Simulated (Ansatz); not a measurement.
# CdSe (Cadmoselite) (P6_3mc) in Ansatz: settings compared

Aim: see how the results for CdSe (Cadmoselite) move with the level of theory and the settings. Levels: r2SCAN, exchange-only PBE, PBE. Tasks: band structure, single point, equation of state.

All numbers are computed with Ansatz 0.2.0; they aren't measurements. Logs are shortened: lines on timing, memory, paths and dates and some standing lists are left out, and cuts for length are marked.

**Measured values to compare with.**

From a printed reference work, data compilation, for a bulk crystal of CdSe at 2 K: band gap 1.841 eV.

The runs below are set against these values where they give the same quantity.

## 1. The structure

Symmetry: P6_3mc, No. 186, hexagonal system. The conventional cell has a = 4.300 Å, b = 4.300 Å, c = 7.020 Å, α = 90.00°, β = 90.00°, γ = 120.00°. Cd (site symmetry 3m) has 4 Se at 2.61 to 2.70 Å as nearest neighbours. Se (site symmetry 3m) is surrounded by 4 Cd at 2.61 to 2.70 Å.

## 2. Band structure, r2SCAN

input.yaml

```yaml
crystal:
  lattice:
    - [4.3, 0.0, 0.0]
    - [-2.15, 3.7239092363, 0.0]
    - [0.0, 0.0, 7.02]
  atoms:
    - { symbol: Cd, position: [0.6666666667, 0.3333333333, 0.5] }
    - { symbol: Cd, position: [0.3333333333, 0.6666666667, 0.0] }
    - { symbol: Se, position: [0.6666666667, 0.3333333333, 0.885] }
    - { symbol: Se, position: [0.3333333333, 0.6666666667, 0.385] }
hamiltonian:
  xc: r2scan
  pseudopotentials: { kind: paw }
kpoints:
  mp_grid: { grid: [7, 7, 4] }
  band_path:
    path:
      - [[0.0, 0.0, 0.0], [0.5, 0.0, 0.0], [0.3333333333, 0.3333333333, 0.0], [0.0, 0.0, 0.0], [0.0, 0.0, 0.5], [0.5, 0.0, 0.5], [0.3333333333, 0.3333333333, 0.5], [0.0, 0.0, 0.5]]
      - [[0.5, 0.0, 0.5], [0.5, 0.0, 0.0]]
      - [[0.3333333333, 0.3333333333, 0.0], [0.3333333333, 0.3333333333, 0.5]]
    npoints: 14
scf:
  occupations: { method: fermi_dirac, width: 0.05 }
  n_extra_bands: 10
output:
  forces: true
  stress: true
  eigenvalues: true
  fatbands: false
```

Potentials or basis: Ansatz PAW.

On the command line:

```
$ ansatz run input.yaml --threads 2 --pin off --max-ram 5120MiB --backend cpu --events-out ev --progress --plain --runs-dir out
```

What it wrote:

```text
Warning: RAYON_NUM_THREADS=2 ignored (pool sized by the plan → 2); use --threads N
scf.n_extra_bands = 10 over 36 filled bands (N_el = 72.0): the run solves 46 bands
Engine: ansatz 0.2.0, aarch64-unknown-linux-gnu
Pseudopotentials: kind: paw
Pseudopotential: Cd, paw, valence charge 20, recommended cutoff 500 eV (meta_gga), Cd.paw.azcp
Pseudopotential: Se, paw, valence charge 16, recommended cutoff 500 eV (meta_gga), Se.paw.azcp
Functional definition: r2SCAN
  parameter k0 = 0.174
  parameter k1 = 0.065
  parameter a1 = 4.9479
  exchange = r2scan_x(k0 = k0, k1 = k1, a1 = a1)
  correlation = r2scan_c
Crystal: 4 atoms, lattice volume = 112.410 Å³
Basis set: ecut = 500 eV, 2863 PW (Γ), exchange–correlation on 128×128×216 points (64 copies of the dense FFT grid, shifted against one another)
Bands: 46, of which v1, the nominal top of the filled ones, is band 36 counted from 1 (35 counted from 0)
Symmetry: 12 space group operations
Space group: P63mc (ITA 186), of the structure as read, at distance tolerance 4.8e-5 Å
k-points: 24 of 196 (time reversal used)
Non-local potential: Cd, projectors of the file, l = 0: 3, l = 1: 2, l = 2: 2, l = 3: 1
Non-local potential: Se, projectors of the file, l = 0: 2, l = 1: 2, l = 2: 3, l = 3: 1
PAW form: soft (Blöchl's): semilocal exchange-correlation on the pseudo side does not see the compensation charge
PAW frozen core: Cd, regenerated for the run's functional (the file was generated under x = pbe(κ = 0.804, μ = 0.2195149727645171), c = pbe(β = 0.06672455060314922))
PAW frozen core: Se, regenerated for the run's functional (the file was generated under x = pbe(κ = 0.804, μ = 0.2195149727645171), c = pbe(β = 0.06672455060314922))
PAW one-centre angular grid: Cd, 590 points (default); XC on 160 Gauss nodes
PAW one-centre angular grid: Se, 590 points (default); XC on 160 Gauss nodes
Initial density: superposition of atomic densities (neutral atoms: chi_scale 0, normalization atom), corrected by the library's trained network
Initial wavefunctions: pseudopotential atomic-orbital guess
Functional: x = r2scan, c = r2scan; τ floored in thin density (d = 2e-4 eV/Å³)
SCF iter   1: F=—  HF=-27495.621291 eV  |F-HF|=—  |Δ(HF+E_count)|=         —  Δρ=5.29e-3  dr2=1.98e-2  dr2_τ=3.09e-2  ethr=1.77e-3  ⟨swp⟩=6.1  Hψ=4123  notcnv=0  defer=14
preconditioner: auto → Resta (q_TF=auto, 2.533 Å⁻¹)  ε∞=3.4  [insulator: Δε(μ)=1.201 eV  Ē_g=13.658 eV  σ=0.050 eV  W_gap=1.00  n_scr=34 (ndim 8)  ℏωp=21.0 eV  f_vac=0.201  D(μ)=0.00/eV (n_scr^D=0)  ε∞_Penn≈3.4]
SCF iter   2: F=—  HF=-27495.637553 eV  |F-HF|=—  |Δ(HF+E_count)|=   1.63e-2  Δρ=2.91e-3  dr2=4.92e-3  dr2_τ=9.67e-4  ethr=2.75e-5  ⟨swp⟩=2.0  Hψ=2131  notcnv=0  defer=77
SCF iter   3: F=—  HF=-27495.639539 eV  |F-HF|=—  |Δ(HF+E_count)|=   1.99e-3  Δρ=9.20e-4  dr2=7.21e-4  dr2_τ=5.85e-5  ethr=6.84e-6  ⟨swp⟩=2.3  Hψ=1592  notcnv=0  defer=77
SCF iter   4: F=—  HF=-27495.639835 eV  |F-HF|=—  |Δ(HF+E_count)|=   2.96e-4  Δρ=1.81e-4  dr2=3.38e-5  dr2_τ=2.30e-6  ethr=1.00e-6  ⟨swp⟩=2.2  Hψ=1531  notcnv=0  defer=77
SCF iter   5: F=—  HF=-27495.639875 eV  |F-HF|=—  |Δ(HF+E_count)|=   4.03e-5  Δρ=6.39e-5  dr2=6.11e-6  dr2_τ=1.45e-7  ethr=4.70e-8  ⟨swp⟩=2.3  Hψ=1761  notcnv=0  defer=77
SCF iter   6: F=—  HF=-27495.639878 eV  |F-HF|=—  |Δ(HF+E_count)|=   2.91e-6  Δρ=1.54e-5  dr2=2.38e-7  dr2_τ=7.35e-9  ethr=8.49e-9  ⟨swp⟩=2.0  Hψ=1459  notcnv=0  defer=77
SCF iter   7: F=-27495.639878 eV  HF=-27495.639878 eV  |F-HF|=1.12e-8  |Δ(HF+E_count)|=   1.51e-7  Δρ=3.42e-6  dr2=1.44e-8  dr2_τ=6.35e-10  ethr=1.39e-10  ⟨swp⟩=9.2  Hψ=4818  notcnv=0
SCF 1 converged in 7 iterations: F = -27495.639878 eV  dr2 = 1.44e-8
NSCF: frozen V_eff on 129 k-points
SCF converged after 7 iterations
Free energy (F): -27495.639878 eV
Harris-Foulkes:  -27495.639878 eV  (|F-HF|=1.12e-8)
Internal energy: -27495.639878 eV  (E = F + TS)
E sigma→0 (E₀):  -27495.639878 eV
Entropy (-TS):   -0.000000 eV (-0.000 meV/atom)
Fermi energy:    7.811671 eV
--- Per-component energies (eV) ---
  E_band       = -1854.977234
  E_kinetic    = 1249.664774
  E_local      = -12784.218322  (includes V_loc(G=0)·N_el)
  E_nonlocal   = -1121.573682
  E_hartree    = 6084.503764
  E_xc         = -533.860809
  E_vxc        = -704.120277  (∫ρ·V_xc dr)
  E_paw        = -12062.493348  (= ΣΔE_a)
  E_vpaw       = -708.798184  (= ΣTr[D̂ρ^β])
  E_aug_tail   = -0.000405  (compensation charges beyond the density's cutoff)
  E_vtau       = 45.054294  (kinetic-family band-sum trace: ∫τ·v_τ [+ j·A + Jᵃ·Aᵃ] dr)
  E_ewald      = -8323.002769
  E_core_change = -4.659082  (= ΣΔE_core)
  E_smearing   = -0.000000  (= −TS)
  E_closure    = -0.000000  (closes the sum)
  Σ components = -27495.639878   (vs F -27495.639878, Δ=0.00e0)
--- Forces (eV/Å), atoms counted from 1 ---
  atom   1  Cd    -0.00000000     0.00000000     0.27829682
  atom   2  Cd    -0.00000000    -0.00000000     0.27829682
  atom   3  Se     0.00000000     0.00000000    -0.27830858
  atom   4  Se    -0.00000000    -0.00000000    -0.27830858
  max |Σ_I F_I| component: 2.35e-5 eV/Å
--- Stress (GPa, compression-positive) ---
        2.248889       0.000000      -0.000000
        0.000000       2.248889       0.000000
        0.000000      -0.000000       0.199820
  P = ⅓ Tr σ = 1.5659 GPa (15.659 kbar)
--- Band table (eV; the first three rows and the last of 24) ---
  k-point 0: bands = ["-97.2182", "-97.2182", "-57.3804", "-57.3800", "-57.3781", "-57.3781", "-57.3780", "-57.3780", "-40.1576", "-40.1576", "-40.1576", "-40.1576", "-40.1467", "-40.1467", "-40.1462", "-40.1462", "-40.1461", "-40.1461", "-5.8270", "-5.4526", "-1.0196", "-1.0196", "-0.9595", "-0.9595", "-0.9560", "-0.6405", "-0.6405", "-0.5774", "-0.5774", "-0.2832", "2.9121", "6.4585", "6.4585", "7.1670", "7.1801", "7.1801", "8.3772", "9.7797", "13.5937", "13.5937", "13.8738", "14.7398", "14.7398", "15.3371", "16.9934", "17.1224"]
  k-point 1: bands = ["-97.2182", "-97.2182", "-57.3803", "-57.3801", "-57.3781", "-57.3781", "-57.3780", "-57.3780", "-40.1576", "-40.1576", "-40.1576", "-40.1576", "-40.1467", "-40.1467", "-40.1462", "-40.1462", "-40.1461", "-40.1461", "-5.7717", "-5.5065", "-1.0127", "-1.0127", "-0.9703", "-0.9703", "-0.9109", "-0.6296", "-0.6296", "-0.5849", "-0.5849", "-0.4678", "3.4363", "6.0919", "6.5577", "6.5577", "7.0673", "7.0673", "9.3266", "9.8863", "13.3899", "13.6691", "13.6691", "14.4440", "14.4440", "14.6070", "17.0963", "17.6196"]
  k-point 2: bands = ["-97.2182", "-97.2182", "-57.3802", "-57.3802", "-57.3781", "-57.3781", "-57.3781", "-57.3781", "-40.1576", "-40.1576", "-40.1576", "-40.1576", "-40.1467", "-40.1467", "-40.1461", "-40.1461", "-40.1461", "-40.1461", "-5.6384", "-5.6384", "-0.9935", "-0.9935", "-0.9935", "-0.9935", "-0.7498", "-0.7498", "-0.6056", "-0.6056", "-0.6056", "-0.6056", "4.6472", "4.6472", "6.8057", "6.8057", "6.8057", "6.8057", "9.9897", "9.9897", "13.4641", "13.4641", "13.9613", "13.9613", "13.9613", "13.9613", "17.7066", "17.7066"]
  k-point 23: bands = ["-97.2182", "-97.2182", "-57.3802", "-57.3802", "-57.3783", "-57.3783", "-57.3782", "-57.3782", "-40.1577", "-40.1577", "-40.1576", "-40.1576", "-40.1466", "-40.1466", "-40.1462", "-40.1462", "-40.1461", "-40.1461", "-5.3541", "-5.3541", "-0.8402", "-0.8402", "-0.8205", "-0.8205", "-0.6614", "-0.6614", "-0.6155", "-0.6155", "-0.1995", "-0.1995", "3.0883", "3.0883", "4.8059", "4.8059", "6.0790", "6.0790", "11.4289", "11.4289", "13.3329", "13.3329", "13.9260", "13.9260", "15.8018", "15.8018", "17.6229", "17.6229"]
```

Wall time 43 s (2 threads of Arm Neoverse V1, shared host); peak memory 0.79 GiB.

What came out:

```yaml
Free_energy: -27495.6399 eV
Pressure: 1.6 GPa
Largest_force: 0.278 eV/Å
Band_gap_on_the_k_mesh: 1.20 eV, direct
Band_gap_along_the_path: 1.20 eV, direct
```

Forces in eV/Å, atoms in the order of the input:
```
Cd   0.000  0.000  0.278
Cd   0.000  0.000  0.278
Se   0.000  0.000 -0.278
Se   0.000  0.000 -0.278
```

Levels at the corners of the path, in eV from the valence-band top:
| point | band 33 | band 34 | band 35 | band 36 | band 37 | band 38 | band 39 | band 40 |
| --- | --- | --- | --- | --- | --- | --- | --- | --- |
| Γ | -0.72 | -0.01 | 0.00 | 0.00 | 1.20 | 2.60 | 6.41 | 6.41 |
| M | -2.59 | -1.88 | -1.25 | -0.84 | 3.69 | 3.70 | 5.13 | 6.66 |
| K | -3.12 | -1.81 | -1.81 | -1.81 | 4.66 | 5.30 | 5.30 | 7.41 |
| Γ | -0.72 | -0.01 | 0.00 | 0.00 | 1.20 | 2.60 | 6.41 | 6.41 |
| A | -0.37 | -0.37 | -0.37 | -0.37 | 2.81 | 2.81 | 6.28 | 6.28 |
| L | -1.40 | -1.40 | -1.30 | -1.30 | 3.41 | 3.41 | 5.23 | 5.23 |
| H | -2.53 | -2.53 | -1.07 | -1.07 | 4.29 | 4.29 | 6.23 | 6.23 |
| A | -0.37 | -0.37 | -0.37 | -0.37 | 2.81 | 2.81 | 6.28 | 6.28 |
| L | -1.40 | -1.40 | -1.30 | -1.30 | 3.41 | 3.41 | 5.23 | 5.23 |
| M | -2.59 | -1.88 | -1.25 | -0.84 | 3.69 | 3.70 | 5.13 | 6.66 |
| K | -3.12 | -1.81 | -1.81 | -1.81 | 4.66 | 5.30 | 5.30 | 7.41 |
| H | -2.53 | -2.53 | -1.07 | -1.07 | 4.29 | 4.29 | 6.23 | 6.23 |

Caveat: the PAW data sets come from PBE, with cores solved anew for the run's functional, which leaves a small shift of forces and pressure.

## 3. Single point, exchange-only PBE, 26.42 Å³/atom (volume scaled by 0.94)

input.yaml

```yaml
crystal:
  lattice:
    - [4.2122202675, 0.0, 0.0]
    - [-2.1061101337, 3.647889758, 0.0]
    - [0.0, 0.0, 6.8766944832]
  atoms:
    - { symbol: Cd, position: [0.6666666667, 0.3333333333, 0.5] }
    - { symbol: Cd, position: [0.3333333333, 0.6666666667, 0.0] }
    - { symbol: Se, position: [0.6666666667, 0.3333333333, 0.885] }
    - { symbol: Se, position: [0.3333333333, 0.6666666667, 0.385] }
hamiltonian:
  xc: { exchange: pbe, correlation: none }
  pseudopotentials: { kind: paw }
kpoints:
  mp_grid: { grid: [7, 7, 4] }
scf:
  occupations: { method: fermi_dirac, width: 0.05 }
output:
  forces: true
  stress: true
  eigenvalues: true
  write_density: true
  write_potential: true
  elf: true
  volumetric_format: npy
```

Potentials or basis: Ansatz PAW.

On the command line:

```
$ ansatz run input.yaml --threads 2 --pin off --max-ram 5120MiB --backend cpu --events-out ev --progress --plain --runs-dir out
```

What it wrote:

```text
Warning: RAYON_NUM_THREADS=2 ignored (pool sized by the plan → 2); use --threads N
[... 2 set-up lines as earlier in the session ...]
Pseudopotential: Cd, paw, valence charge 20, recommended cutoff 420 eV (normal), Cd.paw.azcp
Pseudopotential: Se, paw, valence charge 16, recommended cutoff 420 eV (normal), Se.paw.azcp
Functional definition: unnamed
  exchange = pbe_x
  correlation = 0
Crystal: 4 atoms, lattice volume = 105.665 Å³
Basis set: ecut = 420 eV, 2069 PW (Γ), exchange–correlation on 60×60×96 points (8 copies of the dense FFT grid, shifted against one another)
Bands: 44, of which v1, the nominal top of the filled ones, is band 36 counted from 1 (35 counted from 0)
[... 1 set-up line as earlier in the session ...]
Space group: P63mc (ITA 186), of the structure as read, at distance tolerance 4.7e-5 Å
k-points: 24 of 196 (time reversal used)
[... 3 set-up lines as earlier in the session ...]
PAW frozen core: Cd, regenerated for the run's functional, and the local potential with it (the file was generated under x = pbe(κ = 0.804, μ = 0.2195149727645171), c = pbe(β = 0.06672455060314922))
PAW frozen core: Se, regenerated for the run's functional, and the local potential with it (the file was generated under x = pbe(κ = 0.804, μ = 0.2195149727645171), c = pbe(β = 0.06672455060314922))
PAW one-centre angular grid: Cd, 590 points (default); XC on 64 Gauss nodes
PAW one-centre angular grid: Se, 590 points (default); XC on 64 Gauss nodes
[... 2 set-up lines as earlier in the session ...]
Functional: x = pbe(κ = 0.804, μ = 0.2195149727645171), c = none
SCF iter   1: F=—  HF=-27218.240326 eV  |F-HF|=—  |Δ(HF+E_count)|=         —  Δρ=7.70e-3  dr2=4.31e-2  ethr=1.77e-3  ⟨swp⟩=6.2  Hψ=3848  notcnv=0  defer=11
preconditioner: auto → Resta (q_TF=auto, 2.559 Å⁻¹)  ε∞=4.1  [insulator: Δε(μ)=0.805 eV  Ē_g=12.334 eV  σ=0.050 eV  W_gap=1.00  n_scr=34 (ndim 8)  ℏωp=21.7 eV  f_vac=0.182  D(μ)=0.00/eV (n_scr^D=0)  ε∞_Penn≈4.1]
SCF iter   2: F=—  HF=-27218.222773 eV  |F-HF|=—  |Δ(HF+E_count)|=   1.76e-2  Δρ=1.43e-3  dr2=1.34e-3  ethr=5.98e-5  ⟨swp⟩=2.0  Hψ=2188  notcnv=0  defer=68
SCF iter   3: F=—  HF=-27218.222796 eV  |F-HF|=—  |Δ(HF+E_count)|=   2.34e-5  Δρ=5.98e-4  dr2=1.94e-4  ethr=1.87e-6  ⟨swp⟩=3.0  Hψ=2145  notcnv=0  defer=68
SCF iter   4: F=—  HF=-27218.222942 eV  |F-HF|=—  |Δ(HF+E_count)|=   1.46e-4  Δρ=6.50e-5  dr2=6.18e-6  ethr=2.70e-7  ⟨swp⟩=2.0  Hψ=1420  notcnv=0  defer=68
SCF iter   5: F=—  HF=-27218.222998 eV  |F-HF|=—  |Δ(HF+E_count)|=   5.58e-5  Δρ=2.70e-5  dr2=1.10e-6  ethr=8.59e-9  ⟨swp⟩=2.0  Hψ=1660  notcnv=0  defer=68
SCF iter   6: F=—  HF=-27218.222998 eV  |F-HF|=—  |Δ(HF+E_count)|=   2.35e-7  Δρ=1.04e-5  dr2=2.08e-7  ethr=1.53e-9  ⟨swp⟩=2.0  Hψ=1660  notcnv=0  defer=68
SCF iter   7: F=-27218.222998 eV  HF=-27218.222998 eV  |F-HF|=3.11e-9  |Δ(HF+E_count)|=   1.15e-7  Δρ=4.13e-6  dr2=1.96e-8  ethr=1.39e-10  ⟨swp⟩=12.2  Hψ=6949  notcnv=0
SCF 1 converged in 7 iterations: F = -27218.222998 eV  dr2 = 1.96e-8
SCF converged after 7 iterations
Free energy (F): -27218.222998 eV
Harris-Foulkes:  -27218.222998 eV  (|F-HF|=3.11e-9)
Internal energy: -27218.222993 eV  (E = F + TS)
E sigma→0 (E₀):  -27218.222995 eV
Entropy (-TS):   -0.000005 eV (-0.001 meV/atom)
Fermi energy:    10.316185 eV
--- Per-component energies (eV) ---
  E_band       = -1610.105774
  E_kinetic    = 1253.552886
  E_local      = -12455.057899  (includes V_loc(G=0)·N_el)
  E_nonlocal   = -1150.442680
  E_hartree    = 5952.508322
  E_xc         = -518.239387
  E_vxc        = -589.273584  (∫ρ·V_xc dr)
  E_paw        = -11804.983542  (= ΣΔE_a)
  E_vpaw       = -573.910767  (= ΣTr[D̂ρ^β])
  E_aug_tail   = -0.001140  (compensation charges beyond the density's cutoff)
  E_ewald      = -8496.448342
  E_core_change = 0.888789  (= ΣΔE_core)
  E_smearing   = -0.000005  (= −TS)
  E_closure    = 0.000000  (closes the sum)
  Σ components = -27218.222998   (vs F -27218.222998, Δ=0.00e0)
--- Forces (eV/Å), atoms counted from 1 ---
  atom   1  Cd     0.00000000    -0.00000000     0.40175955
  atom   2  Cd    -0.00000000     0.00000000     0.40175955
  atom   3  Se     0.00000000    -0.00000000    -0.40176055
  atom   4  Se     0.00000000     0.00000000    -0.40176055
  max |Σ_I F_I| component: 2.00e-6 eV/Å
--- Stress (GPa, compression-positive) ---
       17.153425       0.000000       0.000000
        0.000000      17.153425       0.000000
        0.000000      -0.000000      13.856523
  P = ⅓ Tr σ = 16.0545 GPa (160.545 kbar)
--- Band table (eV; the first three rows and the last of 24) ---
  k-point 0: bands = ["-91.7689", "-91.7689", "-52.8463", "-52.8463", "-52.8463", "-52.8463", "-52.8440", "-52.8435", "-36.6147", "-36.6147", "-36.6147", "-36.6147", "-36.6026", "-36.6025", "-36.6023", "-36.6023", "-36.6022", "-36.6022", "-3.1028", "-2.6804", "1.7668", "1.7668", "1.8338", "1.8338", "1.8387", "2.1906", "2.1906", "2.2684", "2.2684", "2.5887", "5.2815", "9.0852", "9.0852", "9.8419", "9.8839", "9.8839", "10.6927", "12.0541", "15.7583", "15.7583", "16.0336", "16.9455", "16.9455", "17.8623"]
  k-point 1: bands = ["-91.7689", "-91.7689", "-52.8463", "-52.8463", "-52.8463", "-52.8463", "-52.8439", "-52.8436", "-36.6147", "-36.6147", "-36.6147", "-36.6147", "-36.6026", "-36.6026", "-36.6023", "-36.6023", "-36.6022", "-36.6022", "-3.0408", "-2.7414", "1.7740", "1.7740", "1.8214", "1.8214", "1.8812", "2.2042", "2.2042", "2.2592", "2.2592", "2.3608", "5.8664", "8.6510", "9.1938", "9.1938", "9.7576", "9.7576", "11.7242", "12.1640", "15.6100", "15.8464", "15.8464", "16.6507", "16.6507", "17.0858"]
  k-point 2: bands = ["-91.7689", "-91.7689", "-52.8463", "-52.8463", "-52.8463", "-52.8463", "-52.8437", "-52.8437", "-36.6147", "-36.6147", "-36.6147", "-36.6147", "-36.6026", "-36.6026", "-36.6022", "-36.6022", "-36.6022", "-36.6022", "-2.8907", "-2.8907", "1.7951", "1.7951", "1.7951", "1.7951", "2.0448", "2.0448", "2.2339", "2.2339", "2.2339", "2.2339", "7.1535", "7.1535", "9.4669", "9.4669", "9.4669", "9.4669", "12.3100", "12.3100", "15.8314", "15.8314", "16.1589", "16.1589", "16.1589", "16.1589"]
  k-point 23: bands = ["-91.7689", "-91.7689", "-52.8466", "-52.8466", "-52.8465", "-52.8465", "-52.8437", "-52.8437", "-36.6148", "-36.6148", "-36.6148", "-36.6148", "-36.6025", "-36.6025", "-36.6023", "-36.6023", "-36.6022", "-36.6022", "-2.5670", "-2.5670", "1.9675", "1.9675", "1.9901", "1.9901", "2.1602", "2.1602", "2.2199", "2.2199", "2.6779", "2.6779", "5.4876", "5.4876", "7.2929", "7.2929", "8.6529", "8.6529", "13.7376", "13.7376", "15.7401", "15.7401", "16.3010", "16.3010", "18.0900", "18.0900"]
```

rho_z.tsv:

```text
# z_ang	rho[e/angstrom^3]
# format = ansatz-planar-average/11
# lattice	4.212220268	-0.000000000	0.000000000
# lattice	-2.106110134	3.647889758	0.000000000
# lattice	0.000000000	0.000000000	6.876694483
# sites	4
# site	48	2.106110134	1.215963253	3.438347242
# site	48	0.000000000	2.431926505	0.000000000
# site	34	2.106110134	1.215963253	6.085874618
# site	34	0.000000000	2.431926505	2.647527376
0.000000	1.493075e0
0.143264	1.343895e0
0.286529	1.042337e0
0.429793	6.995103e-1
0.573058	4.148600e-1
0.716322	2.306923e-1
[... 40 lines left out ...]
6.590166	1.307304e0
6.733430	1.452787e0
```

Run time: 6.8 s. Hardware: 2 threads of Arm Neoverse V1, shared host; peak memory 0.39 GiB.

What came out:

- Free energy: -27218.2230 eV
- Pressure: 16.1 GPa
- Largest force: 0.402 eV/Å
- Band gap on the k mesh: 0.81 eV, direct

Caveat: odd divisions of the mesh miss points on the zone boundary, where band edges often lie, so the gap on the mesh can be too wide; the PAW data sets come from PBE, with cores solved anew for the run's functional, which leaves a small shift of forces and pressure.

## 4. Single point, exchange-only PBE, 26.98 Å³/atom (volume scaled by 0.96)

Edit input.yaml of step 3 so:

```diff
@@ -2,5 +2,5 @@
   lattice:
-    - [4.2122202675, 0.0, 0.0]
-    - [-2.1061101337, 3.647889758, 0.0]
-    - [0.0, 0.0, 6.8766944832]
+    - [4.2418847678, 0.0, 0.0]
+    - [-2.1209423839, 3.6735799689, 0.0]
+    - [0.0, 0.0, 6.9251235047]
   atoms:
@@ -21,5 +21 @@
   eigenvalues: true
-  write_density: true
-  write_potential: true
-  elf: true
-  volumetric_format: npy
```

On the command line:

```
$ ansatz run input.yaml --threads 2 --pin off --max-ram 5120MiB --backend cpu --events-out ev --progress --plain --runs-dir out
```

It took 4.9 s on 2 threads of Arm Neoverse V1, shared host; peak memory 0.38 GiB.

The run converged. Its results:

```yaml
Free_energy: -27218.4350 eV
Pressure: 14.2 GPa
Largest_force: 0.377 eV/Å
Band_gap_on_the_k_mesh: 0.76 eV, direct
```

Caveat: odd divisions of the mesh miss points on the zone boundary, where band edges often lie, so the gap on the mesh can be too wide; the PAW data sets come from PBE, with cores solved anew for the run's functional, which leaves a small shift of forces and pressure.

(Continued in part 2 of 2.)
